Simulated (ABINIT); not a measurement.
# SrCl2 (Fm-3m) in ABINIT: notebook

The runs below take SrCl2 through relaxation of cell and atoms, single point, with LDA, PBE.

Program: ABINIT 10.8.3 (patched build). These are calculated values, not measurements. Logs are shortened: lines on timing, memory, paths and dates and some standing lists are left out, and cuts for length are marked. The log counts tension as positive stress, the text compression.

## (1) Starting point

Symmetry: Fm-3m, No. 225, cubic system. The conventional cell has a = 6.977 Å, b = 6.977 Å, c = 6.977 Å, α = 90.00°, β = 90.00°, γ = 90.00°. Sr (site symmetry m-3m) has 8 Cl at 3.02 Å as nearest neighbours. Around Cl (site symmetry -43m) lie 4 Sr at 3.02 Å.

## (2) Relaxation of cell and atoms, LDA

run.abi reads:

```
# Pseudopotentials
pp_dirpath "./"
pseudos "Sr.upf, Cl.upf"

# Structure
acell 4.9332718803 4.9332718803 4.9332718803 Angstrom
rprim
     0.0000000000     0.7071067812     0.7071067812
     0.7071067812     0.0000000000     0.7071067812
     0.7071067812     0.7071067812     0.0000000000
ntypat 2
znucl 38 17
natom 3
typat 1 2 2
chkprim 0
chksymtnons 0
tolsym 1.0e-6
xred
            0.0            0.0            0.0
            3/4            3/4            3/4
            1/4            1/4            1/4

# Plane-wave basis
ecut 34.0
ecutsm 0.5

# k points
kptopt 1
ngkpt 5 5 5
nshiftk 1
shiftk 0.0 0.0 0.0

# Exchange and correlation
ixc 7

# Bands and occupations
nband 16
occopt 3
tsmear 0.05 eV

# SCF cycle
nstep 80
tolvrs 1.0e-12

# Output
iomode 3
prteig 0
prtebands 0
prtwf 0
prtden 0

# Relaxation
ionmov 2
optcell 2
ntime 50
tolmxf 2.0e-5
dilatmx 1.08
```

Potentials or basis: PseudoDojo NC SR LDA v0.4.1 standard.

Run with:

```console
$ mpirun --bind-to none -np 4 abinit run.abi > log 2>&1
```

run.abo:

```text
.Version 10.8.3 of ABINIT
 Symmetries : space group Fm -3 m (#225); Bravais cF (face-center cubic)
================================================================================
 Values of the parameters that define the memory need of the present run
     intxc =       0    ionmov =       2      iscf =       7    lmnmax =       6
     lnmax =       6     mgfft =      54  mpssoang =       3    mqgrid =    3001
     natom =       3  nloc_mem =       1    nspden =       1   nspinor =       1
    nsppol =       1      nsym =      48    n1xccc =    2501    ntypat =       2
    occopt =       3   xclevel =       1
       mpw =        6850          nfft =      157464          nkpt =          10
================================================================================
================================================================================

--------------------------------------------------------------------------------
------------- Echo of variables that govern the present computation ------------
--------------------------------------------------------------------------------
 -outvars: echo values of preprocessed input variables --------
            acell      9.3225327584E+00  9.3225327584E+00  9.3225327584E+00 Bohr
              amu      8.76200000E+01  3.54527000E+01
          chkprim           0
      chksymtnons           0
          dilatmx      1.08000000E+00
             ecut      3.40000000E+01 Hartree
           ecutsm      5.00000000E-01 Hartree
           ionmov           2
              ixc           7
         kptrlatt        5    0    0      0    5    0      0    0    5
          kptrlen      4.66126638E+01
            natom           3
            nband          16
            ngfft          54      54      54
             nkpt          10
            nstep          80
             nsym          48
            ntime          50
           ntypat           2
           occopt           3
          optcell           2
           prtden           0
        prtebands           0
           prteig           0
            prtwf           0
            rprim      0.0000000000E+00  7.0710678120E-01  7.0710678120E-01
                       7.0710678120E-01  0.0000000000E+00  7.0710678120E-01
                       7.0710678120E-01  7.0710678120E-01  0.0000000000E+00
          spgroup         225
           tolmxf      2.00000000E-05
           tolsym      1.00000000E-06
           tolvrs      1.00000000E-12
           tsmear      1.83746611E-03 Hartree
            typat      1  2  2
           xangst      0.0000000000E+00  0.0000000000E+00  0.0000000000E+00
                       5.2325250001E+00  5.2325250001E+00  5.2325250001E+00
                       1.7441750000E+00  1.7441750000E+00  1.7441750000E+00
            xcart      0.0000000000E+00  0.0000000000E+00  0.0000000000E+00
                       9.8880391971E+00  9.8880391971E+00  9.8880391971E+00
                       3.2960130657E+00  3.2960130657E+00  3.2960130657E+00
             xred      0.0000000000E+00  0.0000000000E+00  0.0000000000E+00
                       7.5000000000E-01  7.5000000000E-01  7.5000000000E-01
                       2.5000000000E-01  2.5000000000E-01  2.5000000000E-01
            znucl       38.00000   17.00000

================================================================================

 chkinp: Checking input parameters for consistency.

================================================================================
== DATASET  1 ==================================================================

--- !DatasetInfo
iteration_state: {dtset: 1, }
dimensions: {natom: 3, nkpt: 10, mband: 16, nsppol: 1, nspinor: 1, nspden: 1, mpw: 6850, }
cutoff_energies: {ecut:  34.0, pawecutdg:  -1.0, }
electrons: {nelect:   2.40000000E+01, charge:   0.00000000E+00, occopt:   3.00000000E+00, tsmear:   1.83746611E-03, }
meta: {optdriver: 0, ionmov: 2, optcell: 2, iscf: 7, paral_kgb: 0, }
...

 Exchange-correlation functional for the present dataset will be:
  LDA: Perdew-Wang 92 LSD fit to Ceperley-Alder data - ixc=7
  J.P.Perdew and Y.Wang, PRB 45, 13244 (1992)

 Real(R)+Recip(G) space primitive vectors, cartesian coordinates (Bohr,Bohr^-1):
 R(1)=  0.0000000  6.5920261  6.5920261  G(1)= -0.0758492  0.0758492  0.0758492
 R(2)=  6.5920261  0.0000000  6.5920261  G(2)=  0.0758492 -0.0758492  0.0758492
 R(3)=  6.5920261  6.5920261  0.0000000  G(3)=  0.0758492  0.0758492 -0.0758492
 Unit cell volume ucvol=  5.7291047E+02 bohr^3
 Angles (23,13,12)=  6.00000000E+01  6.00000000E+01  6.00000000E+01 degrees

 getcut: wavevector=  0.0000  0.0000  0.0000  ngfft=  54  54  54
         ecut(hartree)=     39.658   => boxcut(ratio)=   2.04400

--- Pseudopotential description ------------------------------------------------
- pspini: atom type   1  psp file is ./Sr.upf
  38.00000  10.00000  180309                  znucl, zion, pspdat
12 -1012 2 -1 1812                            pspcod,pspxc,lmax,lloc,mmax
     nproj     2     2     2

- pspini: atom type   2  psp file is ./Cl.upf
  17.00000   7.00000  180309                  znucl, zion, pspdat
12 -1012 2 -1 1016                            pspcod,pspxc,lmax,lloc,mmax
     nproj     2     2     2

   7.19779866E+02                                ecore*ucvol(ha*bohr**3)
--------------------------------------------------------------------------------

================================================================================

=== [ionmov= 2] Broyden-Fletcher-Goldfarb-Shanno method (forces)
================================================================================

--- Iteration: ( 1/50) Internal Cycle: (1/1)
--------------------------------------------------------------------------------

---SELF-CONSISTENT-FIELD CONVERGENCE--------------------------------------------

--- !BeginCycle
iteration_state: {dtset: 1, itime: 1, icycle: 1, }
solver: {iscf: 7, nstep: 80, nline: 4, wfoptalg: 0, }
tolerances: {tolvrs: 1.00E-12, }
...
[... 498 lines left out ...]
  0.00000000000000E+00  6.42416362938730E+00  6.42416362938730E+00
  6.42416362938730E+00  0.00000000000000E+00  6.42416362938730E+00
  6.42416362938730E+00  6.42416362938730E+00  0.00000000000000E+00
 Unitary Cell Volume (ucvol) [Bohr^3]=  5.30248902805420E+02
 Angles (23,13,12)= [degrees]
  6.00000000000000E+01  6.00000000000000E+01  6.00000000000000E+01
 Lengths [Bohr]
  9.08513933158348E+00  9.08513933158348E+00  9.08513933158348E+00
 Stress tensor in cartesian coordinates (strten) [Ha/bohr^3]
  1.56842097590731E-08  0.00000000000000E+00  0.00000000000000E+00
  0.00000000000000E+00  1.56842097590731E-08  0.00000000000000E+00
  0.00000000000000E+00  0.00000000000000E+00  1.56842097595068E-08
 Total energy (etotal) [Ha]= -6.73511670373813E+01

 Difference of energy with previous step (new-old):
           Absolute (Ha)=-3.13363E-07
           Relative     =-4.65267E-09

 At Broyd/MD step   5, gradients are converged :
  max grad (force/stress) = 1.5684E-06 < tolmxf= 2.0000E-05 ha/bohr (free atoms)

================================================================================

 ----iterations are completed or convergence reached----

 Mean square residual over all n,k,spin=   90.476E-10; max=  13.545E-07
 reduced coordinates (array xred) for    3 atoms
      -0.000000000000      0.000000000000     -0.000000000000
       0.750000000000      0.750000000000      0.750000000000
       0.250000000000      0.250000000000      0.250000000000
 rms dE/dt=  4.9583E-31; max dE/dt=  1.0518E-30; dE/dt below (all hartree)
    1       0.000000000000      0.000000000000      0.000000000000
    2       0.000000000000      0.000000000000      0.000000000000
    3      -0.000000000000      0.000000000000      0.000000000000

 cartesian coordinates (angstrom) at end:
    1      0.00000000000000    -0.00000000000000     0.00000000000000
    2      5.09928148421608     5.09928148421608     5.09928148421608
    3      1.69976049473870     1.69976049473869     1.69976049473870

 cartesian forces (hartree/bohr) at end:
    1      0.00000000000000     0.00000000000000    -0.00000000000000
    2      0.00000000000000     0.00000000000000    -0.00000000000000
    3     -0.00000000000000    -0.00000000000000     0.00000000000000
 frms,max,avg= 6.3018881E-32 1.0915190E-31   0.000E+00  0.000E+00  0.000E+00 h/b

 cartesian forces (eV/Angstrom) at end:
    1      0.00000000000000     0.00000000000000    -0.00000000000000
    2      0.00000000000000     0.00000000000000    -0.00000000000000
    3     -0.00000000000000    -0.00000000000000     0.00000000000000
 frms,max,avg= 3.2405612E-30 5.6128166E-30   0.000E+00  0.000E+00  0.000E+00 e/A
 length scales=  9.085139331583  9.085139331583  9.085139331583 bohr
              =  4.807648688891  4.807648688891  4.807648688891 angstroms
 Fermi (or HOMO) energy (hartree) =   0.15056   Average Vxc (hartree)=  -0.34256
 Eigenvalues (hartree) for nkpt=  10  k points:
 kpt#   1, nband= 16, wtk=  0.00800, kpt=  0.0000  0.0000  0.0000 (reduced coord)
  -1.11610   -0.45694   -0.45694   -0.45694   -0.41782   -0.37922   -0.01210   -0.01210
  -0.01210    0.06474    0.06474    0.06474    0.26883    0.29101    0.29101    0.40046
      occupation numbers for kpt#   1
   2.00000    2.00000    2.00000    2.00000    2.00000    2.00000    2.00000    2.00000
   2.00000    2.00000    2.00000    2.00000    0.00000    0.00000    0.00000    0.00000
 prteigrs : prtvol=0 or 1, do not print more k-points.

--- !EnergyTerms
iteration_state     : {dtset: 1, itime: 5, icycle: 1, }
comment             : Components of total free energy in Hartree
kinetic             :  2.03926888484943E+01
hartree             :  1.10433731977714E+01
xc                  : -1.73460472410380E+01
Ewald energy        : -4.82217863866744E+01
psp_core            :  1.35743772894937E+00
local_psp           : -4.42963700332534E+01
non_local_psp       :  9.71953684836943E+00
internal            : -6.73511670373813E+01
'-kT*entropy'       :  1.87941908212343E-15
total_energy        : -6.73511670373813E+01
total_energy_eV     : -1.83271862037177E+03
band_energy         : -6.27434861217097E+00
...

 Cartesian components of stress tensor (hartree/bohr^3)
  sigma(1 1)=  1.56842098E-08  sigma(3 2)=  0.00000000E+00
  sigma(2 2)=  1.56842098E-08  sigma(3 1)=  0.00000000E+00
  sigma(3 3)=  1.56842098E-08  sigma(2 1)=  0.00000000E+00

-Cartesian components of stress tensor (GPa)         [Pressure= -4.6145E-04 GPa]
- sigma(1 1)=  4.61445382E-04  sigma(3 2)=  0.00000000E+00
- sigma(2 2)=  4.61445382E-04  sigma(3 1)=  0.00000000E+00
- sigma(3 3)=  4.61445382E-04  sigma(2 1)=  0.00000000E+00

== END DATASET(S) ==============================================================
================================================================================

 -outvars: echo values of variables after computation  --------
            acell      9.0851393316E+00  9.0851393316E+00  9.0851393316E+00 Bohr
           etotal     -6.7351167037E+01
            fcart      5.4575952138E-32  9.1802286753E-49 -5.4575952138E-32
                       5.4575952138E-32  9.1802286753E-49 -5.4575952138E-32
                      -1.0915190428E-31 -1.8360457351E-48  1.0915190428E-31
            rprim      0.0000000000E+00  7.0710678119E-01  7.0710678119E-01
                       7.0710678119E-01  0.0000000000E+00  7.0710678119E-01
                       7.0710678119E-01  7.0710678119E-01  0.0000000000E+00
           strten      1.5684209759E-08  1.5684209759E-08  1.5684209760E-08
                       0.0000000000E+00  0.0000000000E+00  0.0000000000E+00
           xangst      2.7169317439E-31 -9.6171145428E-31  8.4947156108E-31
                       5.0992814842E+00  5.0992814842E+00  5.0992814842E+00
                       1.6997604947E+00  1.6997604947E+00  1.6997604947E+00
             xred     -5.6468700852E-32  3.0634848207E-31 -2.2642746518E-31
                       7.5000000000E-01  7.5000000000E-01  7.5000000000E-01
                       2.5000000000E-01  2.5000000000E-01  2.5000000000E-01
 Calculation completed.
```

Run time: 30 s. Hardware: 4 MPI ranks of AMD EPYC 9R45 (Zen 5), shared host; peak memory 0.4 GiB.

What came out:

| Quantity | Value |
| --- | --- |
| Free energy | -1832.7186 eV |
| Relaxed volume | 26.19 Å³/atom |
| Relaxed cell | a = 4.808 Å, b = 4.808 Å, c = 4.808 Å, α = 60.00°, β = 60.00°, γ = 60.00° |
| Space group after relaxing (to 0.05 Å) | Fm-3m (No. 225) |
| Energy gained by relaxing | 20.2 meV/atom |
| Ionic steps | 5 |
| Pressure after relaxing | 0.0 GPa |
| Band gap on the k mesh | 5.26 eV, indirect (least direct gap 5.55 eV) |

The path:
```csv
step,energy change (eV),largest force (eV/Å),pressure (GPa),volume (Å³)
1,0.0000,0.0000,-2.86,84.90
2,-0.0126,0.0000,-2.59,84.15
3,-0.0599,0.0000,0.39,77.90
4,-0.0607,0.0000,-0.04,78.64
5,-0.0607,0.0000,0.00,78.57
```

Final structure:
```
Sr Cl
1.0
     0.00000    3.39952    3.39952
     3.39952    0.00000    3.39952
     3.39952    3.39952    0.00000
Sr Cl
1 2
Direct
  0.00000 0.00000 0.00000
  0.75000 0.75000 0.75000
  0.25000 0.25000 0.25000
```

Caveat: an odd mesh through Γ misses points on the zone boundary, where band edges often lie.

(Part 1 of 2 ends here.)
